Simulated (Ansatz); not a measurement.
## TiAl (Pm-3m) under several functionals

Plane-wave DFT in Ansatz with scalar-relativistic PAW potentials. The same structure was relaxed (cell and atoms, symmetry kept) in separate runs at each level. No spin polarisation.

Task: How do the levels PBE, PBEsol, r2SCAN compare?

Result:
| level | cutoff (eV) | k mesh | V (Å³/atom) | a (Å) | B0 (GPa) |
| --- | --- | --- | --- | --- | --- |
| PBEsol | 420 | 14×14×14 | 15.722 | 3.156 | 119 |
| r2SCAN | 500 | 14×14×14 | 15.947 | 3.171 | 120 |
| PBE | 420 | 14×14×14 | 16.175 | 3.186 | 112 |

The usual order of volumes, PBEsol < PBE, holds here (15.722, 16.175 Å³/atom). As a rule PBEsol, built on the gradient expansion of slowly varying densities, lies between LDA and PBE; PBE's stronger gradient term for exchange weakens bonds. r2SCAN lies 1.4 % under PBE in volume. B0 goes from 118.6 to 111.5 GPa as the volume grows by 2.9 %; on one curve with B' = 3.9 the volume alone, B ∝ V^(−B'), would give 106.0 GPa, and the rest of the difference is the functional's own stiffness.